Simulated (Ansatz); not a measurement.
# Si16H: the cost of one run

Program: Ansatz 0.2.0. Level of theory: DFT LDA, scalar-relativistic, plane waves, PAW. These are calculated values, not measurements.

## Step 1: The starting structure

The structure is triclinic, space group P1 (No. 1). The conventional cell has a = 7.679 Å, b = 7.679 Å, c = 7.679 Å, α = 60.00°, β = 60.00°, γ = 60.00°. Around Si (site symmetry 1) lie 4 Si at 2.35 Å and 1 H at 2.41 Å. Si (site symmetry 1) has 4 Si at 2.35 Å and 1 H at 2.69 Å in its first shell of neighbours. Si (site symmetry 1) has 4 Si at 2.35 Å in its first shell of neighbours. Only part of the 17 independent sites is listed.

As a file:

```cif
data_structure
_symmetry_space_group_name_H-M 'P1'
_symmetry_Int_Tables_number 1
_cell_length_a 7.6792
_cell_length_b 7.6792
_cell_length_c 7.6792
_cell_angle_alpha 60.000
_cell_angle_beta 60.000
_cell_angle_gamma 60.000
_cell_volume 320.21
loop_
_atom_site_label
_atom_site_type_symbol
_atom_site_symmetry_multiplicity
_atom_site_Wyckoff_symbol
_atom_site_fract_x
_atom_site_fract_y
_atom_site_fract_z
_atom_site_occupancy
Si1 Si 1 a 0.00000 0.00000 0.00000 1
Si2 Si 1 a 0.62500 0.12500 0.12500 1
Si3 Si 1 a 0.50000 0.00000 0.50000 1
Si4 Si 1 a 0.12500 0.12500 0.62500 1
Si5 Si 1 a 0.50000 0.00000 0.00000 1
Si6 Si 1 a 0.12500 0.12500 0.12500 1
Si7 Si 1 a 0.00000 0.00000 0.50000 1
Si8 Si 1 a 0.62500 0.12500 0.62500 1
Si9 Si 1 a 0.50000 0.50000 0.00000 1
Si10 Si 1 a 0.12500 0.62500 0.12500 1
Si11 Si 1 a 0.00000 0.50000 0.50000 1
Si12 Si 1 a 0.62500 0.62500 0.62500 1
Si13 Si 1 a 0.00000 0.50000 0.00000 1
Si14 Si 1 a 0.62500 0.62500 0.12500 1
Si15 Si 1 a 0.50000 0.50000 0.50000 1
Si16 Si 1 a 0.12500 0.62500 0.62500 1
H1 H 1 a 0.85982 0.38439 0.88203 1
```

## Step 2: End point A relaxed

Contents of input.yaml:

```yaml
crystal:
  lattice:
    - [0.0, 5.43, 5.43]
    - [5.43, 0.0, 5.43]
    - [5.43, 5.43, 0.0]
  atoms:
    - { symbol: Si, position: [0.0, 0.0, 0.0] }
    - { symbol: Si, position: [0.125, 0.125, 0.125] }
    - { symbol: Si, position: [0.0, 0.0, 0.5] }
    - { symbol: Si, position: [0.125, 0.125, 0.625] }
    - { symbol: Si, position: [0.0, 0.5, 0.0] }
    - { symbol: Si, position: [0.125, 0.625, 0.125] }
    - { symbol: Si, position: [0.0, 0.5, 0.5] }
    - { symbol: Si, position: [0.125, 0.625, 0.625] }
    - { symbol: Si, position: [0.5, 0.0, 0.0] }
    - { symbol: Si, position: [0.625, 0.125, 0.125] }
    - { symbol: Si, position: [0.5, 0.0, 0.5] }
    - { symbol: Si, position: [0.625, 0.125, 0.625] }
    - { symbol: Si, position: [0.5, 0.5, 0.0] }
    - { symbol: Si, position: [0.625, 0.625, 0.125] }
    - { symbol: Si, position: [0.5, 0.5, 0.5] }
    - { symbol: Si, position: [0.625, 0.625, 0.625] }
    - { symbol: H, position: [0.3843896, 0.8737516, 0.8820349], spin: 1.0 }
magnetization:
  spin_polarized: true
basis:
  ecutwfc: 420.0
kpoints:
  mp_grid: { grid: [2, 2, 2] }
hamiltonian:
  xc: lda
scf:
  occupations: { method: gaussian, width: 0.02 }
  lower_state_search: "off"
relax:
  f_tol: 0.03
  max_steps: 60
  adjacent_minimum: "off"
output:
  write_density: true
  write_potential: true
  elf: true
  volumetric_format: npy
```

Launch:

```sh
$ ansatz run input.yaml --threads 2 --pin off --max-ram 5120MiB --backend cpu --events-out ev --progress --plain --runs-dir out
```

Q: Estimate wall time and peak memory on 2 threads of Arm Neoverse V2, shared host.

About 2.2 min, with a peak of 0.62 GiB.
